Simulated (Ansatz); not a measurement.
SiO₂ and a variant

Base: a Materials Project structure (computed, not necessarily an observed phase), its atoms then relaxed with PBE in this cell.

```
CELL_PARAMETERS angstrom
6.79850 3.92512 4.94532
-6.79850 3.92512 4.94532
0.00000 -7.85023 4.94532
ATOMIC_POSITIONS crystal
Si 0.33428 0.10542 0.87524
Si 0.10542 0.87524 0.33428
Si 0.87524 0.33428 0.10542
Si 0.12476 0.89458 0.66572
Si 0.89458 0.66572 0.12476
Si 0.66572 0.12476 0.89458
Si 0.66572 0.89458 0.12476
Si 0.89458 0.12476 0.66572
Si 0.12476 0.66572 0.89458
Si 0.87524 0.10542 0.33428
Si 0.10542 0.33428 0.87524
Si 0.33428 0.87524 0.10542
O 0.26312 0.00000 0.73688
O 0.00000 0.73688 0.26312
O 0.73688 0.26312 0.00000
O 0.73688 0.00000 0.26312
O 0.00000 0.26312 0.73688
O 0.26312 0.73688 0.00000
O 0.67448 0.97614 0.97614
O 0.97614 0.97614 0.67448
O 0.97614 0.67448 0.97614
O 0.02386 0.02386 0.32552
O 0.02386 0.32552 0.02386
O 0.32552 0.02386 0.02386
O 0.25181 0.89332 0.25181
O 0.25181 0.25181 0.89332
O 0.89332 0.25181 0.25181
O 0.10668 0.74819 0.74819
O 0.74819 0.10668 0.74819
O 0.74819 0.74819 0.10668
O 0.50000 0.84697 0.15303
O 0.15303 0.50000 0.84697
O 0.84697 0.15303 0.50000
O 0.50000 0.15303 0.84697
O 0.84697 0.50000 0.15303
O 0.15303 0.84697 0.50000
```

Atom numbers follow the list; atoms alike are taken as one site, whose name carries the number of the first.

Method: Kohn–Sham DFT in Ansatz, PBE, plane waves and PAW, scalar-relativistic, 420 eV cutoff, Γ-centred 3×3×3 k-points, Fermi–Dirac smearing 0.02 eV.

Gradients in 10²¹ V/m²:

| site | atoms | V_zz base | η base | V_zz variant | η variant |
| --- | --- | --- | --- | --- | --- |
| Si1 | 1, 5, 7, 11 | 0.85 | 0.90 | -0.80 | 0.70 |
| Si2 | 2, 4, 8, 10 | 0.85 | 0.90 | 1.12 | 0.70 |
| Si3 | 3, 6, 9, 12 | 0.85 | 0.90 | 1.01 | 0.69 |
| O13 | 13, 14, 16, 17 | 9.43 | 0.16 | 8.82 | 0.32 |
| O15 | 15, 18 | 9.43 | 0.16 | 9.76 | 0.09 |
| O19 | 19, 21, 23, 24 | 9.44 | 0.09 | 9.08 | 0.17 |
| O20 | 20, 22 | 9.44 | 0.09 | 10.27 | 0.06 |
| O25 | 25, 27, 28, 29 | 9.59 | 0.18 | 9.21 | 0.21 |
| O26 | 26, 30 | 9.59 | 0.18 | 9.96 | 0.09 |
| O31 | 31, 32, 34, 35 | 9.29 | 0.24 | 9.00 | 0.29 |
| O33 | 33, 36 | 9.29 | 0.24 | 8.89 | 0.33 |

Problem. Which change was made?
A. volume scaled by 0.95, ions relaxed
B. x compressed by 4 %, ions relaxed
C. atom 12 (Si) moved by 0.05 Å along (0.000, 0.000, 0.050) Å
D. z stretched by 2 %, ions relaxed

Solution. B. It leaves 11 symmetry-distinct sites where the base has 5, which no other option does. The largest change of V_zz along a kept axis is on O20, from 9.44 to 10.27. The whole tensor moves most on O25, by 2.43 along its most changed direction. In per cent, |V_zz| changes by +18 to +32 on Si, -6 to +9 on O (all sites that start above 0.5, bar those whose gradient vanishes or changes sign or whose main axis turns by over 40°). Where |V_zz| stays above 0.1 and the axes keep their order, η moves most on Si3, from 0.90 to 0.69. On O26 V_xx and V_yy change places (or their axes turn by over 50°), so the two values of η hide a larger change. On Si1 the largest principal value lies along another axis in the second run, so the two V_zz can't be compared directly.
